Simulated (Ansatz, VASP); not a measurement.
**Br: VASP beside Ansatz**

```xyz
1
Lattice="0.0000 1.9834 1.9834 1.9834 0.0000 1.9834 1.9834 1.9834 0.0000" Properties=species:S:1:pos:R:3 pbc="T T T"
Br    0.0000    0.0000    0.0000
```

Change from the starting cell: volume scaled by 0.68, LAPW.

Alike in both runs: task single point; functional LDA; k mesh 14 × 14 × 14; occupations fermi-dirac, width 0.1 eV; no spin polarisation.

```csv
,VASP,Ansatz
version,VASP 6.6.1,Ansatz 0.2.0
potentials or method,"VASP PAW LDA potentials, release 64 (Br), cutoff 520 eV","all-electron LAPW, scalar-relativistic"
```

|  | VASP | Ansatz | Ansatz less VASP |
| --- | --- | --- | --- |
| pressure (GPa) | 47.0 | 46.6 | -0.42 |

Ansatz ran all-electron here, so the differences hold the error of VASP's frozen core and of both bases.

Caveats: so large a pressure means that the cell lies far from this level's equilibrium, or that cutoff or potentials fall short (VASP); an odd number of electrons without spin polarisation forces a metal; a magnetic or distorted state may lie lower.
